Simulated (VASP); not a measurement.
# Ge (P4_32_12) in VASP: notebook, part 2 of 2

VASP 6.6.1. Earlier steps stand in the parts before.

### 4 Relaxation of cell and atoms, LDA

The input, INCAR:

```
SYSTEM = Ge
PREC = Accurate
ENCUT = 600
EDIFF = 1E-6
ISMEAR = 0
SIGMA = 0.03
LREAL = .False.
LASPH = .True.
NELM = 80
ALGO = Normal
ISIF = 3
LWAVE = .False.
LCHARG = .False.
IBRION = 2
NSW = 90
EDIFFG = -0.01
KPAR = 4
```

The input, KPOINTS:

```
regular mesh
0
Gamma
  6 6 4
  0 0 0
```

The input, POSCAR:

```
Ge
1.0
    5.9300000000      0.0000000000      0.0000000000
    0.0000000000      5.9300000000      0.0000000000
    0.0000000000      0.0000000000      6.9800000000
Ge
12
Direct
    0.0750000000      0.0750000000      0.0000000000
    0.4250000000      0.5750000000      0.7500000000
    0.9250000000      0.9250000000      0.5000000000
    0.5750000000      0.4250000000      0.2500000000
    0.1667000000      0.3750000000      0.2500000000
    0.1250000000      0.6667000000      0.0000000000
    0.8333000000      0.6250000000      0.7500000000
    0.8750000000      0.3333000000      0.5000000000
    0.6667000000      0.1250000000      0.0000000000
    0.6250000000      0.8333000000      0.2500000000
    0.3333000000      0.8750000000      0.5000000000
    0.3750000000      0.1667000000      0.7500000000
```

Potentials or basis: VASP PAW LDA potentials, release 64 (Ge_d).

Launch:

```
> cat potpaw_LDA.64/Ge_d/POTCAR > POTCAR
> mpirun -np 4 vasp_std > vasp.out
```

Wall time 25 min (4 MPI ranks of Intel Xeon 6975P-C (Granite Rapids), shared host); peak memory 0.67 GiB.

It converged, with:

```yaml
Free_energy: -60.9638 eV
Relaxed_volume: 19.93 Å³/atom
Relaxed_cell: a = 5.880 Å, b = 5.880 Å, c = 6.917 Å, α = 90.00°, β = 90.00°, γ = 90.00°
Space_group_after_relaxing_to_0.05_Å: P4_32_12 (No. 96)
Energy_gained_by_relaxing: 17.3 meV/atom
Ionic_steps: 16
Pressure_after_relaxing: -0.1 GPa
Largest_force_after_relaxing: 0.009 eV/Å
Band_gap_on_the_k_mesh: 0.50 eV, direct
```

Forces in eV/Å, atoms in the order of the input:
```
Ge   0.002  0.002  0.000
Ge  -0.002  0.002  0.000
Ge  -0.002 -0.002  0.000
Ge   0.002 -0.002  0.000
Ge   0.002 -0.008  0.002
Ge   0.008  0.002  0.002
Ge  -0.002  0.008  0.002
Ge  -0.008 -0.002  0.002
Ge   0.002  0.008 -0.002
Ge   0.008 -0.002 -0.002
Ge  -0.002 -0.008 -0.002
Ge  -0.008  0.002 -0.002
```

Step by step:
```csv
step,energy change (eV),largest force (eV/Å),pressure (GPa),volume (Å³)
1,0.0000,0.8516,-1.30,245.45
2,-0.1420,0.2172,0.45,239.60
3,-0.1427,0.2150,0.53,239.15
4,-0.1763,0.1281,0.22,240.52
5,-0.1862,0.0919,-0.05,241.71
6,-0.1862,0.0920,-0.19,241.84
7,-0.1899,0.0602,-0.05,240.99
8,-0.1905,0.1019,0.16,240.18
9,-0.1926,0.0973,0.26,240.01
10,-0.1978,0.0871,0.29,239.51
11,-0.2039,0.0640,0.34,238.51
12,-0.1991,0.0416,0.57,236.49
13,-0.2048,0.0502,0.43,237.92
14,-0.2063,0.0179,-0.28,239.92
15,-0.2070,0.0175,-0.02,239.19
16,-0.2072,0.0088,-0.06,239.15
```

Final structure:
```cif
data_structure
_symmetry_space_group_name_H-M 'P 1'
_symmetry_Int_Tables_number 1
_cell_length_a 5.8800
_cell_length_b 5.8800
_cell_length_c 6.9171
_cell_angle_alpha 90.000
_cell_angle_beta 90.000
_cell_angle_gamma 90.000
_cell_volume 239.15
loop_
_atom_site_label
_atom_site_type_symbol
_atom_site_fract_x
_atom_site_fract_y
_atom_site_fract_z
_atom_site_occupancy
Ge1 Ge 0.08840 0.08840 0.00000 1
Ge2 Ge 0.41160 0.58840 0.75000 1
Ge3 Ge 0.91160 0.91160 0.50000 1
Ge4 Ge 0.58840 0.41160 0.25000 1
Ge5 Ge 0.17174 0.37055 0.25540 1
Ge6 Ge 0.12945 0.67174 0.00540 1
Ge7 Ge 0.82826 0.62945 0.75540 1
Ge8 Ge 0.87055 0.32826 0.50540 1
Ge9 Ge 0.67174 0.12945 0.99460 1
Ge10 Ge 0.62945 0.82826 0.24460 1
Ge11 Ge 0.32826 0.87055 0.49460 1
Ge12 Ge 0.37055 0.17174 0.74460 1
```

Levels at points of the mesh, in eV from the valence-band top:
```csv
k point,band 81,band 82,band 83,band 84,band 85,band 86,band 87,band 88
"(0.00, 0.00, 0.00)",-1.08,-1.02,-1.02,-0.23,1.42,1.68,1.68,2.53
"(0.50, 0.00, 0.00)",-0.59,-0.59,-0.10,-0.10,1.22,1.22,2.28,2.28
"(0.50, 0.50, 0.00)",-0.36,-0.36,-0.09,-0.09,1.21,1.21,1.61,1.61
"(0.00, 0.00, 0.50)",-1.22,-1.22,-0.77,-0.77,0.80,0.80,1.49,1.49
"(0.50, 0.00, 0.50)",-0.84,-0.84,-0.56,-0.56,0.77,0.77,1.28,1.28
"(0.50, 0.50, 0.50)",-1.05,-1.05,-1.05,-1.05,1.21,1.21,1.21,1.21
```

A k mesh can miss the band edges. A hybrid or GW would open this gap; LDA tends to underestimate it.

### 5 Relaxation of cell and atoms, LDA

This run uses another cell than the first one, of 19.93 Å³/atom, 0.974 times its volume.

INCAR, as its differences from that of step 4:

```diff
@@ -3,3 +3,3 @@
 ENCUT = 600
-EDIFF = 1E-6
+EDIFF = 1E-7
 ISMEAR = 0
@@ -15,3 +15,3 @@
 NSW = 90
-EDIFFG = -0.01
+EDIFFG = -0.005
 KPAR = 4
```

KPOINTS is that of step 4.

The input, POSCAR:

```
Ge                                      
1.0
    5.8800085516      0.0000000000     -0.0000000000
    0.0000000000      5.8800085516     -0.0000000000
    0.0000000000      0.0000000000      6.9170542873
  Ge            
    12
Direct
     0.0883995632281021    0.0883995632281021    0.0000000000000000
     0.4116004367718979    0.5883995632281021    0.7500000000000000
     0.9116004367718979    0.9116004367718979    0.5000000000000000
     0.5883995632281021    0.4116004367718979    0.2500000000000000
     0.1717378427399616    0.3705546309313027    0.2553979690978242
     0.1294453690686972    0.6717378427399617    0.0053979690978242
     0.8282621572600383    0.6294453690686971    0.7553979690978241
     0.8705546309313029    0.3282621572600385    0.5053979690978242
     0.6717378427399617    0.1294453690686972    0.9946020309021758
     0.6294453690686971    0.8282621572600383    0.2446020309021757
     0.3282621572600385    0.8705546309313029    0.4946020309021759
     0.3705546309313027    0.1717378427399616    0.7446020309021759
```

Launch:

```
> cat potpaw_LDA.64/Ge_d/POTCAR > POTCAR
> mpirun -np 4 vasp_std > vasp.out
```

Run time: 9.8 min. Hardware: 4 MPI ranks of Intel Xeon 6975P-C (Granite Rapids), shared host; peak memory 0.64 GiB.

The run converged. Its results:

```
Free energy                            : -60.9628 eV
Relaxed volume                         : 19.93 Å³/atom
Relaxed cell                           : a = 5.878 Å, b = 5.878 Å, c = 6.921 Å, α = 90.00°, β = 90.00°, γ = 90.00°
Space group after relaxing (to 0.05 Å) : P4_32_12 (No. 96)
Energy gained by relaxing              : 0.0 meV/atom
Ionic steps                            : 9
Pressure after relaxing                : 0.0 GPa
Largest force after relaxing           : 0.004 eV/Å
Band gap on the k mesh                 : 0.50 eV, direct
```

Forces in eV/Å, atoms in the order of the input:
```
Ge   0.002  0.002  0.000
Ge  -0.002  0.002  0.000
Ge  -0.002 -0.002  0.000
Ge   0.002 -0.002  0.000
Ge  -0.003 -0.002  0.002
Ge   0.002 -0.003  0.002
Ge   0.003  0.002  0.002
Ge  -0.002  0.003  0.002
Ge  -0.003  0.002 -0.002
Ge   0.002  0.003 -0.002
Ge   0.003 -0.002 -0.002
Ge  -0.002 -0.003 -0.002
```

Final structure:
```
Ge
1.0
     5.87790    0.00000    0.00000
     0.00000    5.87790    0.00000
     0.00000    0.00000    6.92132
Ge
12
Direct
  0.08846 0.08846 0.00000
  0.41154 0.58846 0.75000
  0.91154 0.91154 0.50000
  0.58846 0.41154 0.25000
  0.17178 0.37035 0.25544
  0.12965 0.67178 0.00544
  0.82822 0.62965 0.75544
  0.87035 0.32822 0.50544
  0.67178 0.12965 0.99456
  0.62965 0.82822 0.24456
  0.32822 0.87035 0.49456
  0.37035 0.17178 0.74456
```

Levels at points of the mesh, in eV from the valence-band top:
| k point | band 82 | band 83 | band 84 | band 85 | band 86 | band 87 |
| --- | --- | --- | --- | --- | --- | --- |
| (0.00, 0.00, 0.00) | -1.03 | -1.03 | -0.25 | 1.42 | 1.68 | 1.68 |
| (0.50, 0.00, 0.00) | -0.60 | -0.10 | -0.10 | 1.22 | 1.22 | 2.28 |
| (0.50, 0.50, 0.00) | -0.36 | -0.10 | -0.10 | 1.21 | 1.21 | 1.62 |
| (0.00, 0.00, 0.50) | -1.23 | -0.77 | -0.77 | 0.79 | 0.79 | 1.48 |
| (0.50, 0.00, 0.50) | -0.84 | -0.57 | -0.57 | 0.76 | 0.76 | 1.28 |
| (0.50, 0.50, 0.50) | -1.05 | -1.05 | -1.05 | 1.21 | 1.21 | 1.21 |

A k mesh can miss the band edges. Expect the measured gap to be larger: semilocal functionals such as LDA lack the derivative discontinuity.

### 6 Relaxation of cell and atoms, PBEsol

INCAR, as its differences from that of step 5:

```diff
@@ -3,3 +3,3 @@
 ENCUT = 600
-EDIFF = 1E-7
+EDIFF = 1E-6
 ISMEAR = 0
@@ -13,5 +13,6 @@
 LCHARG = .False.
+GGA = PS
 IBRION = 2
 NSW = 90
-EDIFFG = -0.005
+EDIFFG = -0.01
 KPAR = 4
```

KPOINTS is that of step 5.

The input, POSCAR:

```
Ge
1.0
    5.9300000000      0.0000000000      0.0000000000
    0.0000000000      5.9300000000      0.0000000000
    0.0000000000      0.0000000000      6.9800000000
Ge
12
Direct
    0.0750000000      0.0750000000      0.0000000000
    0.4250000000      0.5750000000      0.7500000000
    0.9250000000      0.9250000000      0.5000000000
    0.5750000000      0.4250000000      0.2500000000
    0.1667000000      0.3750000000      0.2500000000
    0.1250000000      0.6667000000      0.0000000000
    0.8333000000      0.6250000000      0.7500000000
    0.8750000000      0.3333000000      0.5000000000
    0.6667000000      0.1250000000      0.0000000000
    0.6250000000      0.8333000000      0.2500000000
    0.3333000000      0.8750000000      0.5000000000
    0.3750000000      0.1667000000      0.7500000000
```

Potentials or basis: VASP PAW PBE potentials, release 64 (Ge_d).

Launch:

```
> cat potpaw_PBE.64/Ge_d/POTCAR > POTCAR
> mpirun -np 4 vasp_std > vasp.out
```

OUTCAR:

```text
SYSTEM = Ge
   PREC = Accurate
   ENCUT = 600
   EDIFF = 1E-6
   ISMEAR = 0
   LREAL = .False.
   LASPH = .True.
   NELM = 80
   ISIF = 3
   GGA = PS
   IBRION = 2
   NSW = 90
   EDIFFG = -0.01

 ion  position               nearest neighbor table
   1  0.075  0.075  0.000-   6 2.44   9 2.44   5 2.55  12 2.55
   2  0.425  0.575  0.750-   7 2.44  12 2.44  11 2.55   6 2.55
   3  0.925  0.925  0.500-   8 2.44  11 2.44  10 2.55   7 2.55
   4  0.575  0.425  0.250-   5 2.44  10 2.44   9 2.55   8 2.55
   5  0.167  0.375  0.250-   4 2.44   6 2.47   8 2.47   1 2.55
   6  0.125  0.667  0.000-   1 2.44   5 2.47   7 2.47   2 2.55
   7  0.833  0.625  0.750-   2 2.44   6 2.47   8 2.47   3 2.55
   8  0.875  0.333  0.500-   3 2.44   5 2.47   7 2.47   4 2.55
   9  0.667  0.125  0.000-   1 2.44  10 2.47  12 2.47   4 2.55
  10  0.625  0.833  0.250-   4 2.44   9 2.47  11 2.47   3 2.55
  11  0.333  0.875  0.500-   3 2.44  10 2.47  12 2.47   2 2.55
[... 451 lines left out ...]

  energy without entropy =      -57.90879782  energy(sigma->0) =      -57.90879782

 E-fermi :   5.3967     XC(G=0): -10.8367

 val. band max:        5.2384556907   @ k =   0.3333   0.3333   0.0000
 cond. band min:       5.6974450498   @ k =   0.3333   0.3333   0.0000
 fundamental gap:      0.4589893591
 Fermi energy:         5.3966712822

 k-point     1 :       0.0000    0.0000    0.0000
  band No.  band energies     occupation
      1     -19.0606      2.00000
      2     -19.0332      2.00000
      3     -19.0332      2.00000
      4     -19.0147      2.00000
      5     -19.0147      2.00000
      6     -19.0139      2.00000
[... 2365 lines left out ...]
     95       9.6325      0.00000
     96       9.6325      0.00000

 [... further k-points ...]

 [bands above 96 left out]

------------------------ aborting loop because EDIFF is reached ----------------------------------------

  FORCE on cell =-STRESS in cart. coord.  units (eV):
  Direction    XX          YY          ZZ          XY          YZ          ZX
  --------------------------------------------------------------------------------------
  -------------------------------------------------------------------------------------
  Total        0.0709823      0.0709823      0.0854852      0.0000000      0.0000000     -0.0000000
  in kB        0.4647898      0.4647898      0.5597536      0.0000000      0.0000000     -0.0000000
  external PRESSURE =       0.4964444 kB  Pullay stress =       0.0000000 kB
[... 27 lines left out ...]
  FREE ENERGIE OF THE ION-ELECTRON SYSTEM (eV)
  ---------------------------------------------------
  free  energy   TOTEN  =       -57.9087978220 eV

  energy  without entropy=      -57.9087978220  energy(sigma->0) =      -57.90879782

 reached required accuracy - stopping structural energy minimisation
```

CONTCAR:

```text
Ge
   1.00000000000000
     5.9246002295481954   -0.0000000000000000    0.0000000000000000
     0.0000000000000000    5.9246002295481954   -0.0000000000000000
    -0.0000000000000000    0.0000000000000000    6.9708583428646245
  Ge
    12
Direct
     0.0886350884853472    0.0886350884853472    0.0000000000000000
     0.4113649115146529    0.5886350884853472    0.7500000000000000
     0.9113649115146528    0.9113649115146528    0.5000000000000000
     0.5886350884853472    0.4113649115146529    0.2500000000000000
     0.1718020595181602    0.3698566202484511    0.2563818224781991
     0.1301433797515488    0.6718020595181601    0.0063818224781994
     0.8281979404818399    0.6301433797515490    0.7563818224781994
     0.8698566202484510    0.3281979404818400    0.5063818224781993
     0.6718020595181601    0.1301433797515488    0.9936181775218007
     0.6301433797515490    0.8281979404818399    0.2436181775218008
     0.3281979404818400    0.8698566202484510    0.4936181775218008
     0.3698566202484511    0.1718020595181602    0.7436181775218006

  0.00000000E+00  0.00000000E+00  0.00000000E+00
  0.00000000E+00  0.00000000E+00  0.00000000E+00
  0.00000000E+00  0.00000000E+00  0.00000000E+00
  0.00000000E+00  0.00000000E+00  0.00000000E+00
  0.00000000E+00  0.00000000E+00  0.00000000E+00
  0.00000000E+00  0.00000000E+00  0.00000000E+00
  0.00000000E+00  0.00000000E+00  0.00000000E+00
  0.00000000E+00  0.00000000E+00  0.00000000E+00
  0.00000000E+00  0.00000000E+00  0.00000000E+00
  0.00000000E+00  0.00000000E+00  0.00000000E+00
  0.00000000E+00  0.00000000E+00  0.00000000E+00
  0.00000000E+00  0.00000000E+00  0.00000000E+00
```

Wall time 36 min (4 MPI ranks of Intel Xeon 6975P-C (Granite Rapids), shared host); peak memory 0.77 GiB.

Results:

* Free energy: -57.9088 eV
* Relaxed volume: 20.39 Å³/atom
* Relaxed cell: a = 5.925 Å, b = 5.925 Å, c = 6.971 Å, α = 90.00°, β = 90.00°, γ = 90.00°
* Space group after relaxing (to 0.05 Å): P4_32_12 (No. 96)
* Energy gained by relaxing: 16.1 meV/atom
* Ionic steps: 25
* Pressure after relaxing: 0.0 GPa
* Largest force after relaxing: 0.007 eV/Å
* Band gap on the k mesh: 0.46 eV, direct

Forces in eV/Å, atoms in the order of the input:
```
Ge   0.005  0.005  0.000
Ge  -0.005  0.005  0.000
Ge  -0.005 -0.005  0.000
Ge   0.005 -0.005  0.000
Ge  -0.004 -0.003  0.001
Ge   0.003 -0.004  0.001
Ge   0.004  0.003  0.001
Ge  -0.003  0.004  0.001
Ge  -0.004  0.003 -0.001
Ge   0.003  0.004 -0.001
Ge   0.004 -0.003 -0.001
Ge  -0.003 -0.004 -0.001
```

Step by step:
```tsv
step	energy change (eV)	largest force (eV/Å)	pressure (GPa)	volume (Å³)
1	0.0000	0.8759	0.49	245.45
2	-0.1270	0.2015	-0.24	247.66
3	-0.1297	0.2212	-0.35	248.03
4	-0.1622	0.1338	0.19	246.80
5	-0.1694	0.1052	0.33	246.05
6	-0.1698	0.1035	0.31	245.83
7	-0.1748	0.0588	-0.09	247.34
8	-0.1749	0.0677	-0.16	247.61
9	-0.1790	0.0451	-0.35	247.44
10	-0.1867	0.0637	-0.24	246.93
11	-0.1807	0.1870	-0.39	245.87
12	-0.1879	0.0791	-0.33	246.63
13	-0.1901	0.0648	-0.18	246.12
14	-0.1918	0.0510	-0.18	245.61
15	-0.1933	0.0234	0.04	244.57
16	-0.1933	0.0167	0.10	244.30
17	-0.1936	0.0067	0.08	244.50
18	-0.1937	0.0053	0.09	244.58
19	-0.1938	0.0126	0.01	244.74
20	-0.1938	0.0091	0.13	244.72
21	-0.1938	0.0118	-0.05	244.73
22	-0.1938	0.0036	0.07	244.61
23	-0.1938	0.0111	0.07	244.68
24	-0.1938	0.0105	-0.02	244.69
25	-0.1938	0.0073	0.05	244.68
```

Final structure:
```yaml
crystal:
  lattice:
    - [5.92460, 0.00000, 0.00000]
    - [0.00000, 5.92460, 0.00000]
    - [0.00000, 0.00000, 6.97086]
  atoms:
    - { symbol: Ge, position: [0.08864, 0.08864, 0.00000] }
    - { symbol: Ge, position: [0.41136, 0.58864, 0.75000] }
    - { symbol: Ge, position: [0.91136, 0.91136, 0.50000] }
    - { symbol: Ge, position: [0.58864, 0.41136, 0.25000] }
    - { symbol: Ge, position: [0.17180, 0.36986, 0.25638] }
    - { symbol: Ge, position: [0.13014, 0.67180, 0.00638] }
    - { symbol: Ge, position: [0.82820, 0.63014, 0.75638] }
    - { symbol: Ge, position: [0.86986, 0.32820, 0.50638] }
    - { symbol: Ge, position: [0.67180, 0.13014, 0.99362] }
    - { symbol: Ge, position: [0.63014, 0.82820, 0.24362] }
    - { symbol: Ge, position: [0.32820, 0.86986, 0.49362] }
    - { symbol: Ge, position: [0.36986, 0.17180, 0.74362] }
```

Levels at points of the mesh, in eV from the valence-band top:
```csv
k point,band 81,band 82,band 83,band 84,band 85,band 86,band 87,band 88
"(0.00, 0.00, 0.00)",-1.06,-1.00,-1.00,-0.23,1.40,1.65,1.65,2.49
"(0.50, 0.00, 0.00)",-0.58,-0.58,-0.09,-0.09,1.18,1.18,2.23,2.23
"(0.50, 0.50, 0.00)",-0.34,-0.34,-0.08,-0.08,1.16,1.16,1.57,1.57
"(0.00, 0.00, 0.50)",-1.20,-1.20,-0.75,-0.75,0.77,0.77,1.46,1.46
"(0.50, 0.00, 0.50)",-0.82,-0.82,-0.55,-0.55,0.72,0.72,1.26,1.26
"(0.50, 0.50, 0.50)",-1.02,-1.02,-1.02,-1.02,1.19,1.19,1.19,1.19
```

Caveat: the PAW data sets were made with another functional, which shifts forces and pressure a little.

### 7 The runs side by side

```csv
level,potentials or basis,gap on the mesh (eV),pressure (GPa),relaxed volume (Å³/atom)
PBE,"VASP PAW PBE potentials, release 64 (Ge_d)",0.34,0.0,21.57
LDA,"VASP PAW LDA potentials, release 64 (Ge_d)",0.50,0.0,19.93
PBEsol,"VASP PAW PBE potentials, release 64 (Ge_d)",0.46,0.0,20.39
```

Alike in all rows: task relaxation of cell and atoms; no spin polarisation; cell relaxed; k mesh 6 × 6 × 4; cutoff (eV) 600; smearing gaussian 0.03 eV.

Caveats: the PAW data sets were made with another functional, which shifts forces and pressure a little (some runs).

Absolute energies hang on the potentials; compare differences alone.
